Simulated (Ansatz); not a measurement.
Te2Mo — Mo-95 NMR of the central transition

Cell: a structure deposited in the COD whose atoms were relaxed with PBE, the cell held.

Space group P6_3/mmc (No. 194); a = 3.5182, c = 13.9736 Å, γ = 120.00°.

```csv
site,Wyckoff,site symmetry,x,y,z
Te,4f,3m.,0.3333,0.6667,0.6201
Mo,2c,-6m2,0.3333,0.6667,0.2500
```

One atom of each set is listed.

Level of theory: DFT, PBEsol, plane waves and PAW, scalar-relativistic, 420 eV cutoff, Γ-centred 14×14×3 k-points, Fermi–Dirac smearing 0.02 eV (Ansatz 0.2.0).

Mo-95 has I = 5/2 and Q = -22.00 mb (Pyykkö 2018); at 16.4 T its Larmor frequency is ν₀ = 45.7 MHz (from the bare nuclear moment; shielding lowers the observed one by a per cent or two). Only the quadrupole interaction is simulated: positions count from each site's isotropic chemical shift, and J coupling is left out, as are shift anisotropy and dipolar coupling, which fast spinning averages.

Simulated pattern of one Mo site (fast magic-angle spinning, Gaussian broadening 0.1 kHz):

| offset (kHz) | height |
| --- | --- |
| -3.944 | 0 |
| -3.851 | 0 |
| -3.758 | 3 |
| -3.666 | 4 |
| -3.573 | 5 |
| -3.480 | 4 |
| -3.388 | 5 |
| -3.295 | 5 |
| -3.203 | 5 |
| -3.110 | 5 |
| -3.017 | 5 |
| -2.925 | 5 |
| -2.832 | 5 |
| -2.739 | 5 |
| -2.647 | 6 |
| -2.554 | 6 |
| -2.461 | 11 |
| -2.369 | 66 |
| -2.276 | 71 |
| -2.184 | 49 |
| -2.091 | 41 |
| -1.998 | 37 |
| -1.906 | 35 |
| -1.813 | 33 |
| -1.720 | 33 |
| -1.628 | 32 |
| -1.535 | 32 |
| -1.443 | 32 |
| -1.350 | 33 |
| -1.257 | 34 |
| -1.165 | 35 |
| -1.072 | 37 |
| -0.979 | 39 |
| -0.887 | 43 |
| -0.794 | 50 |
| -0.702 | 63 |
| -0.609 | 100 |
| -0.516 | 66 |
| -0.424 | 3 |
| -0.331 | 0 |

Task: Which |C_Q| and η does the pattern imply?

Result: The pattern spans 3.24 kHz before broadening and its centre of gravity is at -1.51 kHz, which fixes P_Q; the places of the horns and steps fix η. That gives P_Q = 3.39 MHz, |C_Q| = 3.39 MHz and η = 0.00. The sign of C_Q can't be read from the pattern.

An axis of threefold or higher order runs through Mo, so V_zz lies along it and η is zero.

The largest force is 0.3 eV/Å, so the atoms aren't at the calculated equilibrium and relaxing them would move these values. Without spin–orbit coupling the gradients at and beside Te can be off by some per cent, at some sites by more.
